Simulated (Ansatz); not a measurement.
Computed with DFT PBE, scalar-relativistic, plane waves, PAW (Ansatz). Settings: cutoff 420 eV, Γ-centred meshes spaced at most about 0.3 Å⁻¹, and about 0.25 Å⁻¹ or finer for metals (2π included), Gaussian smearing. No spin polarisation.

These are static total energies at zero pressure.

Compare these two cells of Mg3Se4, each relaxed at this level.

A. Space group P-3m1 (No. 164), trigonal, a = 4.036 Å, c = 11.261 Å. Mg on a site of symmetry -3m has 6 Se at 2.80 Å; around Mg on a site of symmetry 3m lie 3 Se at 2.65 Å and 3 Se at 2.84 Å; Se on its first site is surrounded by 6 Mg at 2.80–2.84 Å; around Se on its second site lie 1 Se at 2.40 Å and 3 Mg at 2.65 Å.

B. Space group C2/m (No. 12), monoclinic, a = 15.027 Å, b = 3.226 Å, c = 7.215 Å, β = 116.1°. Mg on a site of symmetry 2/m is surrounded by 6 Se at 2.72–2.79 Å, 2 Mg at 3.23 Å and 2 Mg at 3.46 Å; Mg on a site of symmetry m has 6 Se at 2.69–2.86 Å, 2 Mg at 3.23 Å and 3 Mg at 3.46–3.62 Å; Se on its first site is surrounded by 5 Mg at 2.72–2.86 Å; Se on its second site has 4 Mg at 2.69–2.79 Å and 2 Se at 3.23 Å.

Question: Which would you expect to be lower, and how large is the difference?

Answer: A is lower, by 140 meV/atom. A has space group P-3m1 (No. 164), 22.7 Å³/atom and a gap of 0.72 eV on its mesh; B has space group C2/m (No. 12), 22.4 Å³/atom and no gap. A holds Se–Se pairs (shortest 2.40 Å); in B the shortest Se–Se distance is 3.23 Å. Both come from invented guesses.

Kohn–Sham gaps at this level usually fall short of measured ones. Cells relaxed within their symmetry can be saddle points.
